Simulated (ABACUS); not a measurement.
Runs of ABACUS 3.10.1 on SnSe. Symmetry: Pnma, No. 62, orthorhombic system. The conventional cell has a = 11.420 Å, b = 4.190 Å, c = 4.460 Å, α = 90.00°, β = 90.00°, γ = 90.00°. Around Sn (site symmetry m) lie 3 Se at 2.69 to 2.83 Å. Around Se (site symmetry m) lie 3 Sn at 2.69 to 2.83 Å. 

| level | pressure (GPa) | relaxed volume (Å³/atom) | largest force (eV/Å) |
| --- | --- | --- | --- |
| PBEsol | 0.0 | 26.34 | - |
| AM05 | 0.0 | 26.65 | 0.01 |
| LDA | 0.0 | 25.52 | 0.01 |
| revPBE | 0.0 | (a) | 0.01 |

Alike in all rows: task relaxation of cell and atoms; potentials or basis PseudoDojo NC SR 0.4.1 PBE standard, DZP LCAO (the cutoffs set its grid); no spin polarisation; cell relaxed; k mesh 2 × 4 × 4; cutoff (eV) 1361; smearing fermi-dirac 0.05 eV; the mesh is coarse, so values aren't converged.

Question: Estimate the missing entries.

Answer: (a) 29.85.

Caveats: all runs use coarse meshes; the atomic orbitals were generated for these runs and aren't a published set; the potentials were made for another functional, which shifts forces and pressure; the basis of atomic orbitals isn't converged, which shifts pressures, moduli and gaps; this functional lacks dispersion, which binds the layers, so the pressure and a relaxed spacing across them are unreliable (some runs); the volume moved by +12 % from the deposited cell, more than functionals usually miss (some runs).

Runs at the PBE level aren't shown here.
